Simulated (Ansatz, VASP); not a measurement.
## BAs in VASP and in Ansatz

```
B As
1.0
     0.00000    2.14561    2.14561
     2.14561    0.00000    2.14561
     2.14561    2.14561    0.00000
B As
1 1
Direct
  0.25000 0.25000 0.25000
  0.00000 0.00000 0.00000
```

Alike in both runs: task single point; functional PBE; dispersion D3(BJ); k mesh 1 × 1 × 1; no spin polarisation.

```csv
,VASP,Ansatz
version,VASP 6.6.1,Ansatz 0.2.0
potentials or method,"VASP PAW PBE potentials, release 64 (B, As)","scalar-relativistic, plane waves, PAW"
plane-wave cutoff (eV),520,420
occupations,"methfessel-paxton of order 1, width 0.014 eV","cold, width 0.014 eV"
valence electrons in the cell,8,18
```

|  | VASP | Ansatz | Ansatz less VASP |
| --- | --- | --- | --- |
| gap on the k mesh at the Fermi level (eV) | 2.87 | 2.90 | +0.028 |
| least direct gap on the mesh (eV) | 2.87 | 2.90 | +0.028 |

The two sets of potentials don't hold the same shells in valence.

Caveats: the k mesh is coarse (spacing up to 2.54 Å⁻¹), so the values aren't converged; an odd mesh through Γ misses points on the zone boundary, where band edges often lie. PBE gaps usually lie below the measured ones, often by a third to a half.
